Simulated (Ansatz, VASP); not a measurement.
ZnSe in VASP and in Ansatz

```
Zn Se
1.0
     0.00000    2.68377    2.68377
     2.68377    0.00000    2.68377
     2.68377    2.68377    0.00000
Zn Se
1 1
Direct
  0.00000 0.00000 0.00000
  0.50000 0.50000 0.50000
```

Change from the starting cell: volume scaled by 1, PAW files.

Alike in both runs: task single point; functional PBE; k mesh 13 × 13 × 13; occupations fermi-dirac, width 0.1 eV; no spin polarisation.

```csv
,VASP,Ansatz
version,VASP 6.6.1,Ansatz 0.2.0
potentials or method,"VASP PAW PBE potentials, release 64 (Zn, Se)","PAW with Ansatz's default frozen-core files, scalar-relativistic"
plane-wave cutoff (eV),520,420
valence electrons in the cell,18,28
```

```tsv
	VASP	Ansatz	Ansatz less VASP
pressure (GPa)	0.2	0.0	-0.19
```

The two sets of potentials don't hold the same shells in valence.
